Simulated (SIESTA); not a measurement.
The system is Pd.

```
CELL_PARAMETERS angstrom
0.00000 1.94650 1.94650
1.94650 0.00000 1.94650
1.94650 1.94650 0.00000
ATOMIC_POSITIONS crystal
Pd 0.00000 0.00000 0.00000
```

Base run:

```yaml
Program: SIESTA 5.4.2
Functional: LDA
Potentials_or_basis: PseudoDojo 0.4 standard (LDA files)
Basis: DZP (energy shift 0.003 Ry; two zetas on semicore shells)
Grid_cutoff: 800 Ry
Energy_shift: 0.003 Ry
k_mesh: 12 × 12 × 12
Occupations: fermi-dirac, width 0.05 eV
Spin: no spin polarisation
```

Its results: band gap on the k mesh none (metal or under the smearing width); pressure -7.7 GPa.

Problem. The run is repeated on the same cell with these changes: functional from LDA to PBEsol; potentials or basis from PseudoDojo 0.4 standard (LDA files) to PseudoDojo 0.4 standard (PBEsol files). What comes out?

Solution. Band gap on the k mesh none (metal or under the smearing width); pressure -2.4 GPa.

Caveats: the basis of atomic orbitals isn't converged, which shifts pressures, moduli and gaps.
